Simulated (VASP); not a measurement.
## A VASP 6.6.1 single-point calculation on Cu2O

INCAR

```
TIME = 0.5
LREAL = .FALSE.
GGA = PE
LASPH = .TRUE.
ENCUT = 520
NSW = 0
LWAVE = .FALSE.
IBRION = -1
PREC = Accurate
ISIF = 2
LCHARG = .FALSE.
ISMEAR = -1
EDIFF = 1E-7
SIGMA = 0.02
NELM = 120
ALGO = Damped
NBANDS = 37
```

KPOINTS

```
KPOINTS created by Atomic Simulation Environment
0
Gamma
4 4 4
0 0 0
```

POSCAR

```
Cu O
 1.0000000000000000
     4.0762370861999999    0.0000000000000000    0.0000000000000000
     0.0000000000000000    4.0762370861999999    0.0000000000000000
     0.0000000000000000    0.0000000000000000    4.0762370861999999
 Cu  O
   4   2
Cartesian
  1.0190592715500000  1.0190592715500000  3.0571778146500002
  3.0571778146500002  1.0190592715500000  1.0190592715500000
  1.0190592715500000  3.0571778146500002  1.0190592715500000
  3.0571778146500002  3.0571778146500002  3.0571778146500002
  2.0381185431000000  2.0381185431000000  2.0381185431000000
  0.0000000000000000  0.0000000000000000  0.0000000000000000
```

The recommended PBE PAW datasets give the neutral cell 56 valence electrons.

Command

```
mpirun -np 1 vasp_std
```

Predict the outcome of this run.

It converged. Results: gap between bands v and c on the k mesh 0.75 eV; least direct gap on the k mesh 0.75 eV; pressure 27.5 GPa. Band v is the last that the valence electrons fill when counted band by band, and c is the next.

OSZICAR

```
N       E                     dE             d eps       ncg     rms           ort
DAV:   1     0.758673643540E+03    0.75867E+03   -0.23797E+04   370   0.273E+03
DAV:   2     0.261536949820E+03   -0.49714E+03   -0.45828E+03   370   0.598E+02
DAV:   3     0.455734082819E+02   -0.21596E+03   -0.20450E+03   370   0.317E+02
DAV:   4    -0.147672767024E+02   -0.60341E+02   -0.58428E+02   370   0.189E+02
DAV:   5    -0.303414524912E+02   -0.15574E+02   -0.15215E+02   370   0.896E+01
SDA:   6    -0.711913499996E+01    0.23222E+02   -0.84413E+02   370   0.169E+03   0.000E+00
DMP:   7     0.312444302877E+02    0.38364E+02   -0.18401E+03   370   0.464E+03  -0.288E+03
DMP:   8     0.123050159523E+02   -0.18939E+02   -0.23631E+03   370   0.591E+03  -0.354E+03
DMP:   9     0.980412748084E+02    0.85736E+02   -0.24229E+03   370   0.695E+03  -0.630E+03
DMP:  10     0.160790257700E+01   -0.96433E+02   -0.34680E+02   370   0.131E+03  -0.185E+03
...
DMP:  24    -0.263652605180E+02   -0.81716E-03   -0.21303E-03   370   0.102E-02  -0.179E-02
DMP:  25    -0.263653866605E+02   -0.12614E-03   -0.29803E-04   370   0.347E-04   0.748E-04
DMP:  26    -0.263653684533E+02    0.18207E-04   -0.78112E-04   370   0.201E-03  -0.135E-03
DMP:  27    -0.263653854182E+02   -0.16965E-04   -0.17364E-04   370   0.638E-04  -0.872E-04
DMP:  28    -0.263653936334E+02   -0.82152E-05    0.92264E-07   370   0.688E-06  -0.262E-05
DMP:  29    -0.263653931795E+02    0.45383E-06   -0.22258E-05   370   0.503E-05  -0.173E-05
DMP:  30    -0.263653934615E+02   -0.28201E-06   -0.72616E-06   370   0.245E-05  -0.299E-05
DMP:  31    -0.263653938014E+02   -0.33982E-06    0.32292E-08   370   0.491E-07  -0.167E-06
DMP:  32    -0.263653937842E+02    0.17161E-07   -0.75857E-07   370   0.165E-06  -0.399E-07
   1 F= -.26365394E+02 E0= -.26365394E+02  d E =-.463422E-09
```

For comparison, a separate PBE run of the intended cell, on usual settings and not on those above, gives a gap of 0.76 eV on its mesh and a pressure of 27.3 GPa.
